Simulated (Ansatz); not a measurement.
# BN (F-43m) in Ansatz: further runs

Runs on BN. Level: PBEsol. Tasks: band structure.

Program: Ansatz 0.2.0. These are calculated values, not measurements. Logs are shortened: lines on timing, memory, paths and dates and some standing lists are left out, and cuts for length are marked.

**What was measured.**

A printed reference work, monograph reports, for a bulk crystal of BN at 300 K: band gap 6.4 eV (indirect).

The runs below are set against these values where they give the same quantity.

### Step 1. The crystal as given

The structure is cubic, space group F-43m (No. 216). Conventional cell: a = 3.626 Å, b = 3.626 Å, c = 3.626 Å, α = 90.00°, β = 90.00°, γ = 90.00°. N (site symmetry -43m) has 4 B at 1.57 Å as nearest neighbours. B (site symmetry -43m) is surrounded by 4 N at 1.57 Å.

The cell is a database's computed one.

### Step 2. Band structure, PBEsol

input.yaml reads:

```yaml
crystal:
  lattice:
    - [0.0, 1.813001, 1.813001]
    - [1.813001, 0.0, 1.813001]
    - [1.813001, 1.813001, 0.0]
  atoms:
    - { symbol: "N", position: [0.25, 0.25, 0.25] }
    - { symbol: B, position: [0.0, 0.0, 0.0] }
kpoints:
  mp_grid: { grid: [13, 13, 13] }
  band_path:
    path:
      - [0.0, 0.0, 0.0]
      - [0.5, 0.0, 0.5]
      - [0.5, 0.25, 0.75]
      - [0.375, 0.375, 0.75]
      - [0.0, 0.0, 0.0]
      - [0.5, 0.5, 0.5]
      - [0.625, 0.25, 0.625]
      - [0.5, 0.25, 0.75]
    npoints: 6
scf:
  occupations: { method: fermi_dirac, width: 0.05 }
hamiltonian:
  xc: pbesol
  pseudopotentials: { kind: all_electron, lapw: { basis_error: 0.001 } }
output:
  forces: true
  stress: true
  eigenvalues: true
```

Potentials or basis: all-electron LAPW, scalar-relativistic.

On the command line:

```
ansatz run input.yaml --threads 1 --pin off --max-ram 3072MiB --backend cpu --events-out ev --progress --plain --runs-dir out
```

What it wrote:

```text
Warning: RAYON_NUM_THREADS=1 ignored (pool sized by the plan → 1); use --threads N
LAPW: plane waves up to 10.821 Å⁻¹, error target 1.0e-3 eV per atom; small_component_spin mean_spin; B in spheres of 0.739 Å, 5 of its electrons in bands, Dirac shells []; N in spheres of 0.831 Å, 7 of its electrons in bands, Dirac shells [] (how accurate: hamiltonian.pseudopotentials.lapw.basis_error, Limitations)
Engine: ansatz 0.2.0, aarch64-unknown-linux-gnu
Pseudopotentials: kind: all_electron
Pseudopotential: N, LAPW, valence charge 7, lapw/all_electron/scalar/gaussian/N, Koelling and Harmon's equation, gaussian nucleus
Pseudopotential: B, LAPW, valence charge 5, lapw/all_electron/scalar/gaussian/B, Koelling and Harmon's equation, gaussian nucleus
Functional definition: PBEsol
  exchange = pbesol_x
  correlation = pbesol_c
Crystal: 2 atoms, lattice volume = 11.919 Å³
Basis set: ecut = 446.1000599844708 eV, 259 PW (Γ), exchange–correlation at level 2
Bands: 10, of which v1, the nominal top of the filled ones, is band 6 counted from 1 (5 counted from 0)
Symmetry: 24 space group operations
Space group: F-43m (ITA 216), of the structure as read, at distance tolerance 2.3e-5 Å
k-points: 84 of 2197 (time reversal used)
Non-local potential: N, projectors of the file, none
Non-local potential: B, projectors of the file, none
Initial density: superposition of atomic densities (chi_scale 0.1, normalization cell, long waves kept (reshape's long-wave potential 0.00 eV rms))
Initial wavefunctions: plane waves of lowest kinetic energy (no species holds an atomic orbital)
Functional: x = pbesol(κ = 0.804, μ = 0.12345679012345678), c = pbesol(β = 0.046)
iter 1 solved again at ethr=1.74e-2 eV; its pass at ethr=1.00e-1 eV (dr2=2.08e0 eV) is discarded
SCF iter   1: F=—  HF=-2161.212032 eV  |F-HF|=—  |Δ(HF+E_count)|=         —  Δρ=1.48e-1  dr2=2.08e0  ethr=1.74e-2  ⟨swp⟩=2.0  Hψ=6453  notcnv=0
preconditioner: auto → none  [insulator: Δε(μ)=5.991 eV  Ē_g=20.307 eV  σ=0.050 eV  W_gap=1.00  n_scr=0 (ndim 8)  ℏωp=30.4 eV  f_vac=0.000  D(μ)=0.00/eV (n_scr^D=0)  ε∞_Penn≈3.2]
iter 2 solved again at ethr=1.71e-3 eV; its pass at ethr=1.74e-2 eV (dr2=2.05e-1 eV) is discarded
SCF iter   2: F=—  HF=-2160.351268 eV  |F-HF|=—  |Δ(HF+E_count)|=   8.61e-1  Δρ=5.12e-2  dr2=2.05e-1  ethr=1.71e-3  ⟨swp⟩=2.0  Hψ=4466  notcnv=0
SCF iter   3: F=—  HF=-2160.266098 eV  |F-HF|=—  |Δ(HF+E_count)|=   8.52e-2  Δρ=2.29e-2  dr2=4.31e-2  ethr=1.71e-3  ⟨swp⟩=2.1  Hψ=2530  notcnv=0
SCF iter   4: F=—  HF=-2160.257205 eV  |F-HF|=—  |Δ(HF+E_count)|=         —  Δρ=8.08e-3  dr2=5.51e-3  ethr=3.59e-4  ⟨swp⟩=2.0  Hψ=2517  notcnv=0
the basis was enlarged: its passes take 45.4 KiB over the memory plan, 1 of 1 planned eigensolver slots
SCF iter   5: F=—  HF=-2160.256101 eV  |F-HF|=—  |Δ(HF+E_count)|=   1.10e-3  Δρ=1.36e-3  dr2=1.63e-4  ethr=4.59e-5  ⟨swp⟩=2.0  Hψ=2199  notcnv=0
SCF iter   6: F=—  HF=-2160.256075 eV  |F-HF|=—  |Δ(HF+E_count)|=   2.54e-5  Δρ=1.11e-4  dr2=1.15e-6  ethr=1.36e-6  ⟨swp⟩=2.0  Hψ=2184  notcnv=0
SCF iter   7: F=-2160.256075 eV  HF=-2160.256075 eV  |F-HF|=1.88e-10  |Δ(HF+E_count)|=   5.98e-8  Δρ=4.21e-6  dr2=1.60e-9  ethr=9.61e-9  ⟨swp⟩=2.1  Hψ=2193  notcnv=0
SCF 1 converged in 7 iterations: F = -2160.256075 eV  dr2 = 1.60e-9
NSCF: frozen V_eff on 43 k-points
SCF converged after 7 iterations
Free energy (F): -2160.256075 eV
Harris-Foulkes:  -2160.256075 eV  (|F-HF|=1.88e-10)
Internal energy: -2160.256075 eV  (E = F + TS)
E sigma→0 (E₀):  -2160.256075 eV
Fermi energy:    13.437948 eV
--- Per-component energies (eV) ---
  E_band       = -1017.716339
  E_kinetic    = 2150.527988
  E_xc         = -291.086379
  E_electrostatic = -4019.697685  (all electrons and nuclei)
  E_smearing   = -0.000000  (= −TS)
  E_closure    = 0.000000  (closes the sum)
  E_atoms      = -2141.847337  (free atoms, spherical and without spin; not in F)
  Σ components = -2160.256075   (vs F -2160.256075, Δ=0.00e0)
  Basis errors (estimates in eV, not in F): energy 5.3e-4 per atom: plane waves 5.2e-4 (3.2e-4 summed), levels above the bands 9.2e-137, relativity 1.1e-8, radial functions 9.4e-6, core shells 0.0e0; eigenvalues (radial functions only) 5.6e-6; not estimated: angular momenta, meshes, grids; target (lapw.basis_error) 1.0e-3; muffin-tin radii B 0.739 Å, N 0.831 Å
--- Forces (eV/Å), atoms counted from 1 ---
  atom   1  N     -0.00000000    -0.00000000    -0.00000000
  atom   2  B      0.00000000     0.00000000     0.00000000
  max |Σ_I F_I| component: 1.85e-17 eV/Å
--- Stress (GPa, compression-positive) ---
       -6.289256       0.000000      -0.000000
        0.000000      -6.289256       0.000000
       -0.000000       0.000000      -6.289256
  P = ⅓ Tr σ = -6.2893 GPa (-62.893 kbar)
--- Band table (eV; the first three rows and the last of 84) ---
  k-point 0: bands = ["-362.3541", "-160.1895", "-8.8744", "11.2708", "11.2708", "11.2708", "19.9933", "19.9933", "19.9933", "21.3929"]
  k-point 1: bands = ["-362.3541", "-160.1895", "-8.7307", "10.4830", "11.1159", "11.1159", "20.1574", "20.2279", "20.2279", "21.8940"]
  k-point 2: bands = ["-362.3541", "-160.1895", "-8.3041", "8.6204", "10.7287", "10.7287", "20.4211", "20.7930", "20.7930", "23.0963"]
  k-point 83: bands = ["-362.3541", "-160.1893", "-3.0610", "3.4569", "4.3227", "5.2126", "20.5454", "24.1166", "25.2296", "26.6160"]
```

Run time: 11 s. Hardware: 1 thread of Arm Neoverse V1, shared host; peak memory 0.25 GiB.

Results:

```
Free energy             : -2160.2561 eV
Pressure                : -6.3 GPa
Band gap on the k mesh  : 4.35 eV, indirect (least direct gap 8.72 eV)
Band gap along the path : 4.28 eV, indirect (least direct gap 8.72 eV)
```

Levels at the corners of the path, in eV from the valence-band top:
```csv
point,band 3,band 4,band 5,band 6,band 7,band 8,band 9,band 10
Γ,-20.15,0.00,0.00,0.00,8.72,8.72,8.72,10.12
X,-14.56,-8.90,-4.89,-4.89,4.28,9.04,17.74,17.74
W,-14.24,-7.56,-6.98,-6.52,9.40,13.15,14.27,14.51
K,-14.47,-8.11,-7.68,-4.07,6.73,12.68,15.66,16.50
Γ,-20.15,0.00,0.00,0.00,8.72,8.72,8.72,10.12
L,-15.92,-10.69,-1.93,-1.93,9.97,10.58,10.58,14.99
U,-14.47,-8.11,-7.68,-4.07,6.73,12.68,15.66,16.50
W,-14.24,-7.56,-6.98,-6.52,9.40,13.15,14.27,14.51
```

### Step 3. Band structure, PBEsol

input.yaml, as its differences from that of step 2:

```diff
@@ -25,3 +25,6 @@
   xc: pbesol
-  pseudopotentials: { kind: all_electron, lapw: { basis_error: 0.001 } }
+  pseudopotentials:
+    kind: all_electron
+    lapw: { basis_error: 0.001 }
+    relativity: none
 output:
```

Potentials or basis: all-electron LAPW, non-relativistic.

On the command line:

```
ansatz run input.yaml --threads 1 --pin off --max-ram 3072MiB --backend cpu --events-out ev --progress --plain --runs-dir out
```

What it wrote:

```text
Warning: RAYON_NUM_THREADS=1 ignored (pool sized by the plan → 1); use --threads N
LAPW: plane waves up to 10.821 Å⁻¹, error target 1.0e-3 eV per atom; B in spheres of 0.739 Å, 5 of its electrons in bands, Dirac shells []; N in spheres of 0.831 Å, 7 of its electrons in bands, Dirac shells [] (how accurate: hamiltonian.pseudopotentials.lapw.basis_error, Limitations)
[... 2 set-up lines as earlier in the session ...]
Pseudopotential: N, LAPW, valence charge 7, lapw/all_electron/none/N, Schrödinger's equation, point nucleus
Pseudopotential: B, LAPW, valence charge 5, lapw/all_electron/none/B, Schrödinger's equation, point nucleus
[... 3 set-up lines as earlier in the session ...]
Crystal: 2 atoms, lattice volume = 11.919 Å³
Basis set: ecut = 446.1167132916812 eV, 259 PW (Γ), exchange–correlation at level 2
Bands: 10, of which v1, the nominal top of the filled ones, is band 6 counted from 1 (5 counted from 0)
[... 1 set-up line as earlier in the session ...]
[... 29 lines left out ...]
  E_xc         = -290.929534
  E_electrostatic = -4015.673692  (all electrons and nuclei)
  E_smearing   = -0.000000  (= −TS)
  E_closure    = -0.000000  (closes the sum)
  E_atoms      = -2140.778921  (free atoms, spherical and without spin; not in F)
  Σ components = -2159.204294   (vs F -2159.204294, Δ=0.00e0)
  Basis errors (estimates in eV, not in F): energy 5.3e-4 per atom: plane waves 5.2e-4 (3.2e-4 summed), levels above the bands 9.2e-137, relativity 0.0e0, radial functions 9.5e-6, core shells 0.0e0; eigenvalues (radial functions only) 5.6e-6; not estimated: angular momenta, meshes, grids; target (lapw.basis_error) 1.0e-3; muffin-tin radii B 0.739 Å, N 0.831 Å
--- Forces (eV/Å), atoms counted from 1 ---
  atom   1  N     -0.00000000    -0.00000000    -0.00000000
  atom   2  B      0.00000000     0.00000000    -0.00000000
  max |Σ_I F_I| component: 8.33e-17 eV/Å
--- Stress (GPa, compression-positive) ---
       -6.156087       0.000000      -0.000000
        0.000000      -6.156087       0.000000
       -0.000000       0.000000      -6.156087
  P = ⅓ Tr σ = -6.1561 GPa (-61.561 kbar)
--- Band table (eV; the first three rows and the last of 84) ---
  k-point 0: bands = ["-362.1087", "-160.1292", "-8.8565", "11.2716", "11.2716", "11.2716", "19.9968", "19.9968", "19.9968", "21.4329"]
  k-point 1: bands = ["-362.1087", "-160.1292", "-8.7128", "10.4851", "11.1167", "11.1167", "20.1657", "20.2314", "20.2314", "21.9277"]
  k-point 2: bands = ["-362.1087", "-160.1291", "-8.2861", "8.6246", "10.7295", "10.7295", "20.4368", "20.7966", "20.7966", "23.1201"]
  k-point 83: bands = ["-362.1087", "-160.1290", "-3.0353", "3.4612", "4.3245", "5.2135", "20.5490", "24.1305", "25.2411", "26.6247"]
```

Run time: 11 s. Hardware: 1 thread of Arm Neoverse V1, shared host; peak memory 0.25 GiB.

Results:

* Free energy: -2159.2043 eV
* Pressure: -6.2 GPa
* Band gap on the k mesh: 4.36 eV, indirect (least direct gap 8.73 eV)
* Band gap along the path: 4.29 eV, indirect (least direct gap 8.73 eV)

Levels at the corners of the path, in eV from the valence-band top:
```
point  band 4  band 5  band 6  band 7  band 8  band 9
    Γ    0.00    0.00    0.00    8.73    8.73    8.73
    X   -8.90   -4.89   -4.89    4.29    9.05   17.75
    W   -7.55   -6.98   -6.52    9.40   13.17   14.27
    K   -8.10   -7.68   -4.07    6.74   12.69   15.67
    Γ    0.00    0.00    0.00    8.73    8.73    8.73
    L  -10.69   -1.93   -1.93   10.00   10.58   10.58
    U   -8.10   -7.68   -4.07    6.74   12.69   15.67
    W   -7.55   -6.98   -6.52    9.40   13.17   14.27
```

[end of part 1 of 2]
